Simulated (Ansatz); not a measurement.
# Ir: do energies and stresses tell the same story?

The calculation used Ansatz, DFT PBEsol, scalar-relativistic, plane waves, PAW.

Plane waves to 420 eV, a k mesh through Γ of 18×18×18 on the computed 1-atom cell and Gaussian smearing (0.10 eV); no spin polarisation.

Relaxed cell: Fm-3m, a = 3.830 Å, b = 3.830 Å, c = 3.830 Å, α = 90.00°, β = 90.00°, γ = 90.00°, 1 atom in the primitive cell.

Energies at zero smearing and pressures from the stress tensor, at volumes with shape and atoms relaxed:
```csv
V (Å³/atom),E − E(first) (meV/atom),P (GPa)
13.205,0.00,27.95
13.627,-52.76,12.72
14.048,-68.85,0.00
14.470,-54.33,-10.61
14.891,-14.28,-19.45
```

Problem. Check P = −dE/dV between neighbouring volumes, and get the bulk modulus from the pressures alone.

Solution. With 1 eV/Å³ = 160.2 GPa:
```tsv
middle V (Å³/atom)	−ΔE/ΔV (GPa)	mean P (GPa)
13.416	20.058	20.336
13.838	6.116	6.360
14.259	-5.522	-5.307
14.680	-15.224	-15.032
```

The two differ by 0.28 GPa at most. The mean of two end pressures misses the average over a step by about ΔV² P″/12, up to 0.23 GPa here; with that taken off 0.06 GPa remains. The stress is the derivative of the free energy, not of the energy at zero smearing, and with free energies 0.00 GPa remains. Around V = 14.048 Å³/atom, the two neighbours give B = −V ΔP/ΔV = 14.048 × 23.33 / 0.843 = 388.9 GPa, against B0 = 387.0 GPa from the Birch–Murnaghan fit of the energies.

Spin–orbit coupling is left out, which can shift energies with elements as heavy as these.